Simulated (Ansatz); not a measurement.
Relaxed sheet of SnO, cell area A = 14.597 Å²:

```
CELL_PARAMETERS angstrom
3.82056 -0.00001 0.00000
0.00001 3.82056 0.00000
0.00000 0.00000 30.63492
ATOMIC_POSITIONS crystal
Sn 0.75000 0.25000 0.46142
O 0.25000 0.25000 0.50000
O 0.75000 0.75000 0.50000
Sn 0.25000 0.75000 0.53858
```

Method: Ansatz 0.2.0, DFT PBE+D3(BJ), scalar-relativistic, plane waves, PAW. Cutoff 420 eV; k points 6×6×1 on the computed 4-atom cell (Γ-centred); Gaussian smearing, width 0.02 eV; no spin polarisation. No periodic images along c.

Under biaxial strain, atoms relaxed, stress positive in compression; ΔE is the free energy at this smearing, of which the stress is the derivative:

```
strain (%)  σxx (N/m)  σyy (N/m)  ΔE (meV/cell) thickness (Å)
        -2      1.671      1.671          28.79          2.411
        +2     -1.343     -1.343          25.84          2.313
```

(1) Which in-plane elastic constants follow from the stresses?

(2) Do the energies agree?

(3) The unstrained thickness between the outer atoms is 2.364 Å. How does it respond?

Answers

(1) With εxx = εyy = ε the tension along x is (C11 + C12)ε. The central difference gives C11 + C12 = (1.671 − (-1.343))/0.04 = 75.4 N/m and C22 + C12 = 75.4 N/m. The layer modulus for a change of area, (C11 + C22 + 2C12)/4, is 37.7 N/m.

(2) The second difference [ΔE(−ε) + ΔE(+ε)]/(A·ε²) = (28.79 + 25.84) meV/(14.597 Å² × 0.0004) × 16.02 N/m per eV/Å² = 149.9 N/m should equal C11 + C22 + 2C12 = 150.7 N/m; they differ by 0.5 %, so the two routes agree. The stress in compression and in tension differ in size because of the third-order constants.

(3) d ln t/dε = (2.313 − 2.411)/(2.364 × 0.04) = -1.04: the sheet thins as it is stretched, as its bonds turn towards the plane.

The sheet is soft in-plane, with a layer modulus of 37.7 N/m, far below that of graphene. The structure suggests why: each oxygen sits between tin layers above and below, so biaxial strain can be taken up partly by opening the Sn–O–Sn angles rather than by stretching bonds alone. The tin atoms can move along the normal because their outer side carries only the Sn(II) lone pair, with no bonds to a neighbouring layer.

Bond rotation is not the whole response, however. With the coordinates given, rigid Sn–O bonds would make the sheet thin more than twice as strongly as the computed -1.04, so the bonds must also lengthen under tension. This stretching probably supplies much of the stiffness, and the steeper repulsion at short Sn–O distances accounts naturally for the larger stress and energy in compression.

Equal biaxial strain fixes only the sum of C11 and C12, so neither Young's modulus nor Poisson's ratio follows, and the resistance to shear remains untested.
